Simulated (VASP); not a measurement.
# GaP (R-3m) in VASP: notebook

One crystal, GaP, is run at these levels: r2SCAN+rVV10; tasks: single point.

Program: VASP 6.6.1. These are calculated values, not measurements. Logs are shortened: lines on timing, memory, paths and dates and some standing lists are left out, and cuts for length are marked.

### 1 The crystal as given

The structure is trigonal, space group R-3m (No. 166). The conventional cell has a = 3.886 Å, b = 3.886 Å, c = 19.292 Å, α = 90.00°, β = 90.00°, γ = 120.00°. Ga (site symmetry 3m) is surrounded by 3 P at 2.40 Å and 1 Ga at 2.49 Å. P (site symmetry 3m) is surrounded by 1 P at 2.21 Å and 3 Ga at 2.40 Å.

Measurements of this composition are mostly on another form, of space group No. 216.

### 2 Single point, r2SCAN+rVV10

Contents of POSCAR:

```
GaP
1.0
    1.9430151800      1.1218003300      6.4308101000
   -1.9430151800      1.1218003300      6.4308101000
    0.0000000000     -2.2436006700      6.4308101000
Ga P
2 2
Direct
    0.4353720000      0.4353720000      0.4353720000
    0.5646280000      0.5646280000      0.5646280000
    0.0573890000      0.0573890000      0.0573890000
    0.9426110000      0.9426110000      0.9426110000
```

Contents of INCAR.step1:

```
SYSTEM = GaP
  PREC = Accurate
  ENCUT = 520
  ISMEAR = 0
  SIGMA = 0.1
  LREAL = .False.
  LASPH = .True.
  NELM = 100
  NBANDS = 26
  GGA = PE
  ALGO = Normal
  EDIFF = 1E-4
  LWAVE = .True.
  LCHARG = .False.
```

Contents of INCAR.step2:

```
SYSTEM = GaP
  PREC = Accurate
  ENCUT = 520
  EDIFF = 1E-7
  ISMEAR = 0
  SIGMA = 0.1
  LREAL = .False.
  LASPH = .True.
  NELM = 100
  ALGO = Normal
  ISIF = 2
  LWAVE = .False.
  LCHARG = .False.
  METAGGA = R2SCAN
  LMIXTAU = .True.
  LUSE_VDW = .True.
  IVDW_NL = 2
  BPARAM = 11.95
  CPARAM = 0.0093
  NBANDS = 26
  ISTART = 1
```

Contents of KPOINTS:

```
regular mesh
0
Gamma
  6 6 6
  0 0 0
```

Potentials or basis: VASP PAW PBE potentials, release 64 (Ga_d, P).

Started as:

```
$ cat potpaw_PBE.64/Ga_d/POTCAR potpaw_PBE.64/P/POTCAR > POTCAR
$ cp INCAR.step1 INCAR
$ mpirun -np 1 vasp_std > vasp.out
$ cp INCAR.step2 INCAR
$ mpirun -np 1 vasp_std > vasp.out
```

OUTCAR:

```text
SYSTEM = GaP
   PREC = Accurate
   ENCUT = 520
   EDIFF = 1E-7
   ISMEAR = 0
   LREAL = .False.
   LASPH = .True.
   NELM = 100
   ISIF = 2
   METAGGA = R2SCAN
   IVDW_NL = 2
   BPARAM = 11.95
   ISTART = 1

 ion  position               nearest neighbor table
   1  0.435  0.435  0.435-   3 2.40   3 2.40   3 2.40   2 2.49
   2  0.565  0.565  0.565-   4 2.40   4 2.40   4 2.40   1 2.49
   3  0.057  0.057  0.057-   4 2.21   1 2.40   1 2.40   1 2.40
   4  0.943  0.943  0.943-   3 2.21   2 2.40   2 2.40   2 2.40

  LATTYP: Found a trigonal (rhomboedric) cell.
 ALAT       =     6.8109516598
 COS(alpha) =     0.8372328404

  Lattice vectors:

 A1 = (   1.9430151800,   1.1218003300,   6.4308101000)
 A2 = (  -1.9430151800,   1.1218003300,   6.4308101000)
 A3 = (   0.0000000000,  -2.2436006700,   6.4308101000)

Analysis of symmetry for initial positions (statically):
=====================================================================
 Subroutine PRICEL returns:
 Original cell was already a primitive cell.

 Routine SETGRP: Setting up the symmetry group for a
 trigonal (rhombohedral) supercell.

 Subroutine GETGRP returns: Found 12 space group operations
 (whereof 12 operations were pure point group operations)
 out of a pool of 12 trial point group operations.

The static configuration has the point symmetry D_3d.

Analysis of symmetry for dynamics (positions and initial velocities):
=====================================================================
 Subroutine PRICEL returns:
 Original cell was already a primitive cell.

 Routine SETGRP: Setting up the symmetry group for a
 trigonal (rhombohedral) supercell.

 Subroutine GETGRP returns: Found 12 space group operations
 (whereof 12 operations were pure point group operations)
 out of a pool of 12 trial point group operations.

The dynamic configuration has the point symmetry D_3d.

 Subroutine INISYM returns: Found 12 space group operations
 (whereof 12 operations are pure point group operations),
 and found     1 'primitive' translations

----------------------------------------------------------------------------------------

                                     Primitive cell

  volume of cell :      84.1025

  direct lattice vectors                    reciprocal lattice vectors
     1.943015180  1.121800330  6.430810100     0.257332009  0.148570705  0.051833801
    -1.943015180  1.121800330  6.430810100    -0.257332009  0.148570705  0.051833801
     0.000000000 -2.243600670  6.430810100     0.000000000 -0.297141410  0.051833801

  length of vectors
     6.810951660  6.810951660  6.810951660     0.301628514  0.301628514  0.301628515

  position of ions in fractional coordinates (direct lattice)
     0.435372000  0.435372000  0.435372000
     0.564628000  0.564628000  0.564628000
     0.057389000  0.057389000  0.057389000
     0.942611000  0.942611000  0.942611000

  ion indices of the primitive-cell ions
   primitive index   ion index
                 1           1
                 2           2
                 3           3
                 4           4

----------------------------------------------------------------------------------------

 KPOINTS: regular mesh

Automatic generation of k-mesh.
 Grid dimensions read from file:
 generate k-points for:    6    6    6

 Generating k-lattice:

  Cartesian coordinates                     Fractional coordinates (reciprocal lattice)
     0.042888668  0.024761784  0.008638967     0.166666667  0.000000000  0.000000000
    -0.042888668  0.024761784  0.008638967     0.000000000  0.166666667  0.000000000
     0.000000000 -0.049523568  0.008638967     0.000000000  0.000000000  0.166666667

  Length of vectors
     0.050271419  0.050271419  0.050271419

  Shift w.r.t. Gamma in fractional coordinates (k-lattice)
     0.000000000  0.000000000  0.000000000

 Subroutine IBZKPT returns following result:
 ===========================================

 Found     32 irreducible k-points:

 Following reciprocal coordinates:
            Coordinates               Weight
  0.000000  0.000000  0.000000      1.000000
  0.166667  0.000000  0.000000      6.000000
  0.333333 -0.000000  0.000000      6.000000
  0.500000  0.000000  0.000000      3.000000
  0.166667  0.166667 -0.000000      6.000000
  0.333333  0.166667  0.000000     12.000000
[... 16 lines left out ...]
  0.500000  0.500000  0.166667      6.000000
 -0.333333  0.500000  0.166667     12.000000
 [... further k-points ...]
   k-points           NKPTS =     32   k-points in BZ     NKDIM =     32   number of bands    NBANDS=     26
   number of dos      NEDOS =    301   number of ions     NIONS =      4
   total plane-waves  NPLWV = 157464
   dimension x,y,z NGX =    54 NGY =   54 NGZ =   54
   dimension x,y,z NGXF=   108 NGYF=  108 NGZF=  108
   ions per type =               2   2
   NGX,Y,Z   is equivalent  to a cutoff of  13.18, 13.18, 13.18 a.u.
   NGXF,Y,Z  is equivalent  to a cutoff of  26.36, 26.36, 26.36 a.u.
 SYSTEM =  GaP
   PREC   = accura    normal or accurate (medium, high low for compatibility)
   ISTART =      1    job   : 0-new  1-cont  2-samecut
   ICHARG =      0    charge: 1-file 2-atom 10-const
   ISPIN  =      1    spin polarized calculation?
   LNONCOLLINEAR =      F non collinear calculations
   LSORBIT =      F    spin-orbit coupling
   LASPH  =      T    aspherical Exc in radial PAW
   ENCUT  =  520.0 eV  38.22 Ry    6.18 a.u.  12.66 12.66 12.66*2*pi/ulx,y,z
   NELM   =    100;   NELMIN=  2; NELMDL=  0     # of ELM steps
   EDIFF  = 0.1E-06   stopping-criterion for ELM
   LREAL  =      F    real-space projection
   EDIFFG = 0.1E-05   stopping-criterion for IOM
   NSW    =      0    number of steps for IOM
   IBRION =     -1    ionic relax: 0-MD 1-quasi-New 2-CG
   NFREE  =      0    steps in history (QN), initial steepest desc. (CG)
   ISIF   =      2    stress and relaxation
   ISYM   =      2    0-nonsym 1-usesym 2-fastsym
   POTIM  = 0.5000    time-step for ionic-motion
   TEBEG  =    0.0;   TEEND  =   0.0 temperature during run
   PSTRESS=    0.0 pullay stress
   NELECT =      36.0000    total number of electrons
   NUPDOWN=      -1.0000    fix difference up-down
   EMIN   =  10.00;   EMAX   =-10.00  energy-range for DOS
   EFERMI =   0.00;   METHOD = LEGACY
   ISMEAR =     0;   SIGMA  =   0.10  broadening in eV -4-tet -1-fermi 0-gaus
   EFERMI_NEDOS =   21; number of points for ismear=-14 and -15
   IALGO  =     38    algorithm
   IMIX   =      4    mixing-type and parameters
     AMIX     =   0.40;   BMIX     =  1.00
     AMIX_MAG =   1.60;   BMIX_MAG =  1.00
  volume/ion in A,a.u.               =      21.03       141.89
  Fermi-wavevector in a.u.,A,eV,Ry     =   1.233785  2.331515 20.711129  1.522225
  Thomas-Fermi vector in A             =   2.368501
   LORBIT       =      0    0 simple, 1 ext, 2 COOP (PROOUT), +10 PAW based schemes
   METAGGA = R2SCAN    functional components
   LHFCALC =     F    Hartree Fock is set to
   AEXX    =    0.0000 exact exchange contribution
   IVDW_NL    =     2    kernel type
   BPARAM     =11.9500
   IVDW    =     0    specifies the selected vdW correction
   LEPSILON=     F    determine dielectric tensor
   LRPA    =     F    only Hartree local field effects (RPA)
 non-spin polarized calculation
 Gauss-broadening in eV      SIGMA  =   0.10
  energy-cutoff  :      520.00
  volume of cell :       84.10
 maximum number of plane-waves:      2282
 NGX is ok and might be reduce to    54
   NGX = 25   NGY = 25   NGZ = 25

 number of electron      36.0000008 magnetization

 Free energy of the ion-electron system (eV)
  ---------------------------------------------------
  ext. energy  EPLUGINS =         0.00000000
  ---------------------------------------------------
  free energy    TOTEN  =       -41.25394400 eV

  energy without entropy =      -41.25394400  energy(sigma->0) =      -41.25394400

 E-fermi :   4.8550     XC(G=0): -10.4234

 val. band max:        4.4329386301   @ k =   0.0000   0.0000   0.0000
 cond. band min:       5.4670541616   @ k =   0.5000   0.5000   0.0000
 fundamental gap:      1.0341155315
 Fermi energy:         4.8550328655

 k-point     1 :       0.0000    0.0000    0.0000
  band No.  band energies     occupation
      1     -10.7459      2.00000
      2     -10.6169      2.00000
      3     -10.6169      2.00000
      4     -10.6013      2.00000
      5     -10.6013      2.00000
      6     -10.5414      2.00000
[... 18 lines left out ...]
     25       9.1419      0.00000
     26      13.0372      0.00000

 k-point     2 :       0.1667    0.0000    0.0000
  band No.  band energies     occupation
      1     -10.7415      2.00000
      2     -10.6530      2.00000
      3     -10.6183      2.00000
      4     -10.6133      2.00000
      5     -10.5897      2.00000
      6     -10.5464      2.00000
[... 18 lines left out ...]
     25      10.0785      0.00000
     26      12.4854      0.00000

 k-point     3 :       0.3333   -0.0000    0.0000
  band No.  band energies     occupation
      1     -10.7403      2.00000
      2     -10.7039      2.00000
      3     -10.6431      2.00000
      4     -10.6087      2.00000
      5     -10.5666      2.00000
      6     -10.5572      2.00000
[... 18 lines left out ...]
     25      11.6882      0.00000
     26      11.9989      0.00000

 k-point     4 :       0.5000    0.0000    0.0000
  band No.  band energies     occupation
      1     -10.7486      2.00000
      2     -10.7177      2.00000
      3     -10.6513      2.00000
      4     -10.6073      2.00000
      5     -10.5629      2.00000
      6     -10.5551      2.00000
[... 18 lines left out ...]
     25      11.3764      0.00000
     26      11.5236      0.00000
[... 496 lines left out ...]
      1     -10.7428      2.00000
      2     -10.7006      2.00000
      3     -10.6628      2.00000
      4     -10.6075      2.00000
      5     -10.5766      2.00000
      6     -10.5433      2.00000
[... 18 lines left out ...]
     25      12.0352      0.00000
     26      12.5306      0.00000

 k-point    23 :       0.5000    0.5000    0.1667
  band No.  band energies     occupation
      1     -10.7314      2.00000
      2     -10.6921      2.00000
      3     -10.6558      2.00000
      4     -10.6126      2.00000
      5     -10.5661      2.00000
      6     -10.5580      2.00000
[... 18 lines left out ...]
     25      12.6446      0.00000
     26      13.0660      0.00000

 k-point    24 :      -0.3333    0.5000    0.1667
  band No.  band energies     occupation
      1     -10.7319      2.00000
      2     -10.7060      2.00000
      3     -10.6651      2.00000
      4     -10.6078      2.00000
      5     -10.5775      2.00000
      6     -10.5434      2.00000
[... 18 lines left out ...]
     25      12.6926      0.00000
     26      12.7938      0.00000

 [... further k-points ...]
[... 5 lines left out ...]
  --------------------------------------------------------------------------------------
  -------------------------------------------------------------------------------------
  Total       -1.6573410     -1.6573410     -1.6646404      0.0000000      0.0000000      0.0000000
  in kB      -31.5728477    -31.5728475    -31.7119037      0.0000000      0.0000000      0.0000000
  external PRESSURE =     -31.6191996 kB  Pullay stress =       0.0000000 kB

 VOLUME and BASIS-vectors are now :
 -----------------------------------------------------------------------------
  energy-cutoff  :      520.00
  volume of cell :       84.10
      direct lattice vectors                 reciprocal lattice vectors
     1.943015180  1.121800330  6.430810100     0.257332009  0.148570705  0.051833801
    -1.943015180  1.121800330  6.430810100    -0.257332009  0.148570705  0.051833801
     0.000000000 -2.243600670  6.430810100     0.000000000 -0.297141410  0.051833801

 POSITION                                       TOTAL-FORCE (eV/Angst)
 -----------------------------------------------------------------------------------
      0.00000     -0.00000      8.39938         0.000000     -0.000000      0.063760
      0.00000     -0.00000     10.89305         0.000000      0.000000     -0.063760
      0.00000     -0.00000      1.10717         0.000000     -0.000000      0.014599
      0.00000     -0.00000     18.18526         0.000000      0.000000     -0.014599
 -----------------------------------------------------------------------------------
    total drift:                                0.000000      0.000000      0.000000

  FREE ENERGIE OF THE ION-ELECTRON SYSTEM (eV)
  ---------------------------------------------------
  free  energy   TOTEN  =       -41.2539439978 eV

  energy  without entropy=      -41.2539439977  energy(sigma->0) =      -41.25394400
```

Run time: 17 min. Hardware: 1 thread of Intel Xeon Platinum 8488C (Sapphire Rapids), shared host; peak memory 0.96 GiB.

Results:

| Item | Value |
| --- | --- |
| Free energy | -41.2539 eV |
| Pressure | -3.2 GPa |
| Largest force | 0.064 eV/Å |
| Band gap on the k mesh | 1.03 eV, indirect (least direct gap 1.45 eV) |

Forces in eV/Å, atoms in the order of the input:
```
Ga   0.000  0.000  0.064
Ga   0.000  0.000 -0.064
P    0.000  0.000  0.015
P    0.000  0.000 -0.015
```

Caveat: the PAW data sets were made with another functional, which shifts forces and pressure a little.

### 3 Single point, r2SCAN+rVV10

This run uses another cell than the first one, of 20.18 Å³/atom, 0.960 times its volume.

Contents of POSCAR:

```
GaP
1.0
    1.9143407501      1.1052451457      6.3575832013
   -1.9143407501      1.1052451457      6.3575832013
    0.0000000000     -2.2104902964      6.3575832005
Ga P
2 2
Direct
    0.4358457537      0.4358457537      0.4358457537
    0.5641542463      0.5641542463      0.5641542463
    0.0577362241      0.0577362241      0.0577362241
    0.9422637759      0.9422637759      0.9422637759
```

Contents of INCAR.step1:

```
PREC = Accurate ; ENCUT = 520
ISMEAR = 0 ; SIGMA = 0.02
LREAL = F ; LASPH = T
NELM = 100 ; NBANDS = 26
GGA = PE ; ALGO = Normal
EDIFF = 1E-4 ; LWAVE = T
LCHARG = F
```

Contents of INCAR.step2:

```
PREC = Accurate ; ENCUT = 520
EDIFF = 1E-7 ; ISMEAR = 0
SIGMA = 0.02 ; LREAL = F
LASPH = T ; NELM = 100
ALGO = Normal ; ISIF = 2
LWAVE = F ; LCHARG = T
METAGGA = R2SCAN ; LMIXTAU = T
LUSE_VDW = T ; IVDW_NL = 2
BPARAM = 11.95 ; CPARAM = 0.0093
LELF = T ; LVHAR = T
NBANDS = 26 ; ISTART = 1
```

Contents of KPOINTS:

```
regular mesh
0
Gamma
  9 9 9
```

Potentials or basis: VASP PAW PBE potentials, release 64 (Ga_d, P).

Started as:

```
$ cat potpaw_PBE.64/Ga_d/POTCAR potpaw_PBE.64/P/POTCAR > POTCAR
$ cp INCAR.step1 INCAR
$ mpirun -np 1 vasp_std > vasp.out
$ cp INCAR.step2 INCAR
$ mpirun -np 1 vasp_std > vasp.out
```

Wall time 27 min (1 thread of Intel Xeon Platinum 8488C (Sapphire Rapids), shared host); peak memory 0.88 GiB.

Results (log left out):

| Quantity | Value |
| --- | --- |
| Free energy | -41.3036 eV |
| Pressure | -0.1 GPa |
| Largest force | 0.064 eV/Å |
| Band gap on the k mesh | 1.06 eV, indirect (least direct gap 1.58 eV) |

Forces on the atoms (eV/Å):
```
Ga   0.000  0.000  0.001
Ga   0.000  0.000 -0.001
P    0.000  0.000 -0.064
P    0.000  0.000  0.064
```

Stress tensor (GPa, compression positive):
```
-0.03  0.00  0.00
 0.00 -0.03  0.00
 0.00  0.00 -0.36
```

Levels at points of the mesh, in eV from the valence-band top:
```
           k point  band 16  band 17  band 18  band 19  band 20  band 21
(0.00, 0.00, 0.00)    -0.25     0.00     0.00     1.58     2.22     3.09
```

Caveat: the PAW data sets were made with another functional, which shifts forces and pressure a little; an odd mesh through Γ misses points on the zone boundary, where band edges often lie.
